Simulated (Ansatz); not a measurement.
# Ru in Ansatz: reference runs

Reference runs on Ru: the cell as given.

All numbers are computed with Ansatz 0.2.0; they aren't measurements. Logs are shortened: lines on timing, memory, paths and dates and some standing lists are left out, and cuts for length are marked.

## 1. The cell of the first run

The cell holds a slab with vacuum, 6 atoms: a = 2.708 Å, b = 2.708 Å, c = 24.575 Å, α = 90.00°, β = 90.00°, γ = 90.00°.

## 2. Single point, PBE (the (1 0 0) slab of Ru, cut from the database cell, not relaxed)

Input file input.yaml:

```yaml
crystal:
  lattice:
    - [2.7082189719, 0.0, 0.0]
    - [0.0, 2.7082189719, 0.0]
    - [0.0, 0.0, 24.575]
  atoms:
    - { symbol: Ru, position: [0.5, 0.5, 0.3051881994] }
    - { symbol: Ru, position: [0.0, 0.0, 0.3831129196] }
    - { symbol: Ru, position: [0.5, 0.5, 0.4610376399] }
    - { symbol: Ru, position: [0.0, 0.0, 0.5389623601] }
    - { symbol: Ru, position: [0.5, 0.5, 0.6168870804] }
    - { symbol: Ru, position: [0.0, 0.0, 0.6948118006] }
hamiltonian:
  xc: pbe
  pseudopotentials: { kind: paw }
kpoints:
  mp_grid: { grid: [10, 10, 1] }
scf:
  occupations: { method: fermi_dirac, width: 0.05 }
output:
  forces: true
  eigenvalues: true
efield:
  axis: 3
  dipole_correction: true
  ramp_width: 0.04
```

Potentials or basis: Ansatz PAW.

On the command line:

```bash
> ansatz run input.yaml --threads 4 --pin off --max-ram 11264MiB --backend cpu --events-out ev --progress --plain --runs-dir out
```

The program printed:

```text
Warning: RAYON_NUM_THREADS=4 ignored (pool sized by the plan → 4); use --threads N
Engine: ansatz 0.2.0, aarch64-unknown-linux-gnu
Pseudopotentials: kind: paw
Pseudopotential: Ru, paw, valence charge 16, recommended cutoff 420 eV (normal), Ru.paw.azcp
Functional definition: PBE
  parameter kappa = 0.804
  parameter beta = 0.06672455060314922
  exchange = pbe_x(kappa = kappa, mu = beta*pi^2/3)
  correlation = pbe_c(beta = beta)
Crystal: 6 atoms, lattice volume = 180.244 Å³
Basis set: ecut = 420 eV, 3591 PW (Γ), exchange–correlation on 40×40×360 points (8 copies of the dense FFT grid, shifted against one another)
Bands: 58, of which v1, the nominal top of the filled ones, is band 48 counted from 1 (47 counted from 0)
Symmetry: 8 space group operations
k-points: 21 of 100
Non-local potential: Ru, projectors of the file, l = 0: 3, l = 1: 2, l = 2: 2, l = 3: 1
PAW form: soft (Blöchl's): semilocal exchange-correlation on the pseudo side does not see the compensation charge
PAW one-centre angular grid: Ru, 590 points (default); XC on 64 Gauss nodes
Initial density: superposition of atomic densities (neutral atoms: chi_scale 0, normalization atom), corrected by the library's trained network
Initial wavefunctions: pseudopotential atomic-orbital guess
Functional: x = pbe(κ = 0.804, μ = 0.2195149727645171), c = pbe(β = 0.06672455060314922)
SCF iter   1: F=—  HF=-35268.532658 eV  |F-HF|=—  |Δ(HF+E_count)|=         —  Δρ=7.45e-3  dr2=2.58e-1  ethr=1.77e-3  p=0.000 e·Å  D=4.50e-14 V/Å  ΔV_dip=-0.00 eV  dr2_dipole=2.28e-6  V_vac-E_F(+/−)=4.54/4.54 eV  ⟨swp⟩=8.0  Hψ=5086  notcnv=0
efield: sawtooth ramp at fractional position 0.9800 (placed from the atoms, in the widest stretch of the axis that holds none; the zero of the levels goes with the place), width 0.0400; the density the first Hamiltonian is built on has a dipole p = 0.000 e·Å; the dipole correction subtracts the counter field D = 4.50e-14 V/Å, which shifts the + side's vacuum level by -0.00 eV against the − side's; the planar-averaged density in the ramp window peaks in size at 1.0e-5 e/Å³
preconditioner: auto → LDOS  [metal: Δε(μ)=0.010 eV  Ē_g=4.320 eV  σ=0.050 eV  W_gap=0.05  n_scr=46 (ndim 8)  ℏωp=19.2 eV  f_vac=0.473  D(μ)=7.97/eV (n_scr^D=74)  β→1.0]
SCF iter   2: F=—  HF=-35268.532679 eV  |F-HF|=—  |Δ(HF+E_count)|=   2.07e-5  Δρ=1.44e-3  dr2=4.32e-3  ethr=2.68e-4  p=0.000 e·Å  D=1.83e-5 V/Å  ΔV_dip=-0.00 eV  dr2_dipole=3.29e-6  V_vac-E_F(+/−)=4.79/4.80 eV  ⟨swp⟩=2.0  Hψ=1647  notcnv=0  defer=20
SCF iter   3: F=—  HF=-35268.532108 eV  |F-HF|=—  |Δ(HF+E_count)|=   5.71e-4  Δρ=8.15e-4  dr2=8.23e-4  ethr=4.50e-6  p=-0.000 e·Å  D=-9.82e-6 V/Å  ΔV_dip=0.00 eV  dr2_dipole=4.80e-10  V_vac-E_F(+/−)=4.82/4.82 eV  ⟨swp⟩=3.0  Hψ=2618  notcnv=0  defer=22
SCF iter   4: F=—  HF=-35268.531922 eV  |F-HF|=—  |Δ(HF+E_count)|=   1.86e-4  Δρ=9.01e-5  dr2=2.02e-5  ethr=8.58e-7  p=0.000 e·Å  D=2.12e-6 V/Å  ΔV_dip=-0.00 eV  dr2_dipole=3.35e-10  V_vac-E_F(+/−)=4.82/4.82 eV  ⟨swp⟩=2.2  Hψ=1782  notcnv=0  defer=22
SCF iter   5: F=—  HF=-35268.531950 eV  |F-HF|=—  |Δ(HF+E_count)|=   2.82e-5  Δρ=4.38e-5  dr2=7.89e-6  ethr=2.11e-8  p=-0.000 e·Å  D=-1.57e-6 V/Å  ΔV_dip=0.00 eV  dr2_dipole=1.28e-10  V_vac-E_F(+/−)=4.83/4.83 eV  ⟨swp⟩=3.2  Hψ=2477  notcnv=0  defer=22
SCF iter   6: F=—  HF=-35268.531949 eV  |F-HF|=—  |Δ(HF+E_count)|=   8.04e-7  Δρ=1.49e-5  dr2=2.79e-7  ethr=8.22e-9  p=0.000 e·Å  D=2.34e-7 V/Å  ΔV_dip=-0.00 eV  dr2_dipole=3.54e-10  V_vac-E_F(+/−)=4.83/4.83 eV  ⟨swp⟩=2.1  Hψ=1768  notcnv=0  defer=22
SCF iter   7: F=-35268.531949 eV  HF=-35268.531949 eV  |F-HF|=2.45e-8  |Δ(HF+E_count)|=   2.16e-7  Δρ=4.36e-6  dr2=4.41e-8  ethr=1.04e-10  p=0.000 e·Å  D=6.89e-8 V/Å  ΔV_dip=-0.00 eV  dr2_dipole=8.33e-12  V_vac-E_F(+/−)=4.83/4.83 eV  ⟨swp⟩=10.0  Hψ=5673  notcnv=0
SCF 1 converged in 7 iterations: F = -35268.531949 eV  dr2 = 4.41e-8
SCF converged after 7 iterations
Free energy (F): -35268.531949 eV
Harris-Foulkes:  -35268.531949 eV  (|F-HF|=2.45e-8)
Internal energy: -35268.461083 eV  (E = F + TS)
E sigma→0 (E₀):  -35268.496516 eV
Entropy (-TS):   -0.070867 eV (-11.811 meV/atom)
Fermi energy:    8.003039 eV
Dipole field:    D = 0.000004 V/Å  (p = 0.000004 e·Å, saw-weighted, corrected)
Work function:   Φ+ = 4.8327 eV   Φ− = 4.8328 eV
Levels:          The Fermi level and band energies are counted from a zero that moves with the ramp; work functions are not
--- Per-component energies (eV) ---
  E_band       = -1773.893670
  E_kinetic    = 3074.814329
  E_local      = -141718.039535  (includes V_loc(G=0)·N_el)
  E_nonlocal   = 2062.238136
  E_hartree    = 68782.399210
  E_xc         = -1136.329227
  E_vxc        = -1425.752869  (∫ρ·V_xc dr)
  E_paw        = -20765.544363  (= ΣΔE_a)
  E_vpaw       = -1331.958662  (= ΣTr[D̂ρ^β])
  E_aug_tail   = -0.001091  (compensation charges beyond the density's cutoff)
  E_efield     = 0.000000  (sawtooth field / dipole correction)
  E_vefield    = 0.000000  (∫n·V_field dr)
  E_ewald      = 54432.001458
  E_smearing   = -0.070867  (= −TS)
  E_closure    = 0.000000  (closes the sum)
  Σ components = -35268.531949   (vs F -35268.531949, Δ=0.00e0)
--- Forces (eV/Å), atoms counted from 1 ---
  atom   1  Ru     0.00000000     0.00000000     0.96605493
  atom   2  Ru    -0.00000000     0.00000000    -0.78670855
  atom   3  Ru     0.00000000     0.00000000     0.13849945
  atom   4  Ru     0.00000000     0.00000000    -0.13849897
  atom   5  Ru    -0.00000000     0.00000000     0.78670901
  atom   6  Ru    -0.00000000     0.00000000    -0.96605652
  max |Σ_I F_I| component: 6.44e-7 eV/Å
--- Band table (eV; the first three rows and the last of 21) ---
  k-point 0: bands = ["-64.9866", "-64.9752", "-64.8543", "-64.7615", "-64.4964", "-64.4963", "-35.2432", "-35.1062", "-34.8401", "-34.7457", "-34.7457", "-34.7153", "-34.7153", "-34.5640", "-34.5640", "-34.5553", "-34.4215", "-34.4215", "-34.3585", "-34.3317", "-34.2194", "-34.2194", "-34.2188", "-34.2188", "0.6244", "1.4827", "2.1083", "2.4173", "2.5152", "2.8150", "2.9257", "3.0914", "3.6127", "4.3554", "4.9587", "5.3952", "5.7325", "5.7325", "6.2687", "6.2687", "6.6002", "6.8413", "7.1301", "7.1466", "7.1466", "7.6461", "7.9616", "8.1621", "8.1688", "8.1688", "8.2052", "8.6507", "9.1019", "9.1274", "9.1274", "9.3864", "9.5595", "9.5800"]
  k-point 1: bands = ["-64.9788", "-64.9687", "-64.8490", "-64.7600", "-64.4919", "-64.4919", "-35.2244", "-35.1064", "-34.8910", "-34.7986", "-34.7355", "-34.7207", "-34.7078", "-34.6531", "-34.5600", "-34.5039", "-34.4822", "-34.4230", "-34.3433", "-34.3413", "-34.2635", "-34.2596", "-34.2169", "-34.2164", "0.8847", "1.7085", "2.2959", "2.6008", "2.7161", "2.9947", "3.1296", "3.2703", "3.7913", "4.4718", "5.0265", "5.5091", "5.6455", "5.8063", "5.9889", "6.2362", "6.2571", "6.8128", "6.9740", "7.1152", "7.2287", "7.6962", "7.7057", "7.7381", "7.9391", "8.1773", "8.2007", "8.5824", "8.6298", "8.7942", "9.2040", "9.2293", "9.3370", "9.5747"]
  k-point 2: bands = ["-64.9582", "-64.9513", "-64.8346", "-64.7569", "-64.4803", "-64.4803", "-35.1806", "-35.1223", "-35.0074", "-34.9373", "-34.7810", "-34.7497", "-34.7077", "-34.6875", "-34.5701", "-34.5491", "-34.5080", "-34.4288", "-34.3878", "-34.3811", "-34.3307", "-34.3267", "-34.2103", "-34.2101", "1.5738", "2.2030", "2.6902", "2.8227", "3.2957", "3.3496", "3.4296", "3.8268", "4.5704", "5.0555", "5.1036", "5.6110", "5.6311", "5.7788", "5.9001", "5.9852", "6.1741", "6.2090", "6.5931", "6.7772", "7.0562", "7.0987", "7.5160", "7.6705", "7.7046", "7.7322", "7.9588", "8.3733", "8.4873", "8.8343", "8.8776", "9.2869", "9.6908", "9.7636"]
  k-point 20: bands = ["-64.8515", "-64.8515", "-64.7223", "-64.7223", "-64.3982", "-64.3982", "-35.2740", "-35.2740", "-35.2088", "-35.2088", "-35.0113", "-35.0113", "-34.8209", "-34.8209", "-34.8065", "-34.8065", "-34.7264", "-34.7264", "-34.6408", "-34.6408", "-34.6354", "-34.6354", "-34.3584", "-34.3584", "2.1439", "2.1439", "2.6086", "2.6086", "2.7506", "2.7506", "3.3034", "3.3034", "3.5539", "3.5539", "4.4354", "4.4354", "5.8554", "5.8554", "7.4888", "7.4888", "7.8443", "7.8443", "8.5878", "8.5878", "9.2164", "9.2164", "9.3228", "9.3228", "10.0435", "10.0435", "10.1738", "10.1738", "10.4598", "10.4598", "12.3580", "12.3580", "14.2799", "14.2799"]
```

Run time: 6.3 s. Hardware: 4 threads of Arm Neoverse V1, shared host; peak memory 0.56 GiB.

What came out:

```
Free energy                     : -35268.5319 eV
Largest force                   : 0.966 eV/Å
Band gap on the k mesh          : none (metal or under the smearing width)
Work function of the upper face : 4.83 eV
Work function of the lower face : 4.83 eV
Dipole across the slab          : 0.000 e·Å
```

Forces on the atoms (eV/Å):
```
Ru   0.000  0.000  0.966
Ru   0.000  0.000 -0.787
Ru   0.000  0.000  0.138
Ru   0.000  0.000 -0.138
Ru   0.000  0.000  0.787
Ru   0.000  0.000 -0.966
```

Levels at points of the mesh, in eV from the Fermi level:
| k point | band 44 | band 45 | band 46 | band 47 | band 48 | band 49 | band 50 | band 51 | band 52 | band 53 |
| --- | --- | --- | --- | --- | --- | --- | --- | --- | --- | --- |
| (0.00, 0.00, 0.00) | -0.86 | -0.86 | -0.36 | -0.04 | 0.16 | 0.17 | 0.17 | 0.20 | 0.65 | 1.10 |
| (0.00, -0.50, 0.00) | -1.12 | -1.06 | -1.06 | 0.19 | 0.19 | 0.55 | 0.55 | 0.91 | 0.91 | 1.45 |
| (-0.50, -0.50, 0.00) | 0.58 | 1.21 | 1.21 | 1.32 | 1.32 | 2.04 | 2.04 | 2.17 | 2.17 | 2.46 |
